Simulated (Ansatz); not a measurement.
BeO:
Space group P6₃mc (No. 186); a = b = 2.690 Å, c = 4.370 Å, α = β = 90.00°, γ = 120.00°

```
atom  site  symmetry       x       y       z
----  ----  --------  ------  ------  ------
Be      2b       3m.  0.6667  0.3333  0.0001
O       2b       3m.  0.6667  0.3333  0.3779
```

Relaxed with r²SCAN.

### Question
Which orbitals make up the states near the band edges in plane-wave PAW r²SCAN (Ansatz code)?

### Answer
Top 1 eV of the valence band: O 2p 97 %. Bottom 1 eV of the conduction band: Be 2s 53 %, O 2s 35 %, O 2p 5 %, outside the projected shells 6 %. Projections are on Löwdin-orthogonalised atomic valence shells; empty p or d shells of many metals are not among them.

### Question
Tabulate the density of states.

### Answer
States/eV per cell of 4 atoms, in 0.25 eV bins, energy from the valence-band maximum.

```
E (eV)  total  O 2p  Be 2s  O 2s
------  -----  ----  -----  ----
-6.50    0.00  0.00   0.00  0.00
-6.25    0.07  0.06   0.01  0.00
-6.00    0.17  0.15   0.01  0.00
-5.75    1.25  1.11   0.10  0.01
-5.50    1.84  1.65   0.12  0.02
-5.25    2.13  1.90   0.14  0.03
-5.00    2.03  1.79   0.15  0.03
-4.75    1.61  1.40   0.14  0.04
-4.50    1.53  1.34   0.12  0.04
-4.25    1.74  1.52   0.12  0.05
-4.00    1.33  1.17   0.09  0.04
-3.75    1.15  1.02   0.07  0.03
-3.50    2.00  1.81   0.11  0.03
-3.25    1.67  1.52   0.07  0.03
-3.00    1.81  1.67   0.06  0.02
-2.75    2.33  2.16   0.07  0.02
-2.50    2.42  2.26   0.05  0.02
-2.25    2.45  2.30   0.04  0.02
-2.00    2.65  2.51   0.03  0.01
-1.75    3.10  2.94   0.03  0.01
-1.50    3.74  3.58   0.02  0.01
-1.25    4.23  4.07   0.01  0.01
-1.00    2.78  2.68   0.01  0.01
-0.75    1.84  1.78   0.00  0.00
-0.50    1.25  1.22   0.00  0.00
-0.25    0.77  0.75   0.00  0.00
0.00     0.11  0.10   0.00  0.00
0.25     0.00  0.00   0.00  0.00
0.50     0.00  0.00   0.00  0.00
0.75     0.00  0.00   0.00  0.00
1.00     0.00  0.00   0.00  0.00
1.25     0.00  0.00   0.00  0.00
1.50     0.00  0.00   0.00  0.00
1.75     0.00  0.00   0.00  0.00
2.00     0.00  0.00   0.00  0.00
2.25     0.00  0.00   0.00  0.00
2.50     0.00  0.00   0.00  0.00
2.75     0.00  0.00   0.00  0.00
3.00     0.00  0.00   0.00  0.00
3.25     0.00  0.00   0.00  0.00
3.50     0.00  0.00   0.00  0.00
3.75     0.00  0.00   0.00  0.00
4.00     0.00  0.00   0.00  0.00
4.25     0.00  0.00   0.00  0.00
4.50     0.00  0.00   0.00  0.00
4.75     0.00  0.00   0.00  0.00
5.00     0.00  0.00   0.00  0.00
5.25     0.00  0.00   0.00  0.00
5.50     0.00  0.00   0.00  0.00
5.75     0.00  0.00   0.00  0.00
6.00     0.00  0.00   0.00  0.00
6.25     0.00  0.00   0.00  0.00
6.50     0.00  0.00   0.00  0.00
6.75     0.00  0.00   0.00  0.00
7.00     0.00  0.00   0.00  0.00
7.25     0.00  0.00   0.00  0.00
7.50     0.00  0.00   0.00  0.00
7.75     0.00  0.00   0.00  0.00
8.00     0.00  0.00   0.00  0.00
8.25     0.00  0.00   0.00  0.00
8.50     0.00  0.00   0.00  0.00
8.75     0.04  0.00   0.02  0.01
9.00     0.07  0.00   0.04  0.03
9.25     0.11  0.01   0.06  0.04
9.50     0.15  0.01   0.08  0.05
9.75     0.22  0.02   0.11  0.06
10.00    0.64  0.03   0.19  0.09
10.25    1.41  0.07   0.38  0.13
10.50    1.98  0.09   0.45  0.14
10.75    2.03  0.10   0.41  0.11
11.00    1.59  0.08   0.34  0.08
11.25    1.48  0.07   0.28  0.06
11.50    1.15  0.05   0.20  0.04
11.75    1.06  0.05   0.20  0.03
```

Space group P6_3mc (wurtzite). The r²SCAN relaxation kept the symmetry of its start; phonons on a q-mesh show no instability.

Potentials: the later of the program's two PAW sets.
